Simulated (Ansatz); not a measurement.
# Piezoelectric tensor of BN at 15 GPa (stress–strain coefficients)

All numbers below come from DFT PBE+D3(BJ), scalar-relativistic, plane waves, PAW (Ansatz 0.2.0). Plane waves to 420 eV; Γ-centred k mesh 12×12×12; fixed occupations. No spin polarisation.

The cell, relaxed at 15 GPa:
```xyz
2
Lattice="1.2392 0.7155 2.7360 -1.2392 0.7155 2.7360 0.0000 -1.4309 2.7360" Properties=species:S:1:pos:R:3 pbc="T T T"
B     0.0000    0.0000    8.2158
N     0.0000    0.0000    2.7209
```

Problem. Give the relaxed-ion proper piezoelectric stress tensor e_iJ (C/m², Voigt columns xx yy zz yz xz xy).

Solution.
```
x    0.00  0.00  0.00  0.00  0.03  0.36
y    0.36 -0.36  0.00  0.03  0.00  0.00
z    0.25  0.25 -0.91  0.00  0.00  0.00
```
Signs follow the orientation of the cell as given.

Problem. With the elastic constants (GPa, Voigt order)
C11 = 1128.3, C12 = 286.6, C13 = 20.6, C14 = 15.8, C22 = 1128.3, C23 = 20.6, C24 = -15.8, C33 = 144.8, C44 = 26.3, C55 = 26.3, C56 = 15.7, C66 = 420.9 GPa; the others vanish.
find the strain coefficients d = e·C⁻¹ (pC/N).

Solution.
```
x    0.0  0.0  0.0  0.0  0.8  0.8
y    0.4 -0.4  0.0  0.8  0.0  0.0
z    0.3  0.3 -6.3  0.0  0.0  0.0
```

This form isn't the usual stable structure of the compound at low pressure.

Cost: 1 run of about 2 core-minutes, on Arm Neoverse V2 (shared hosts).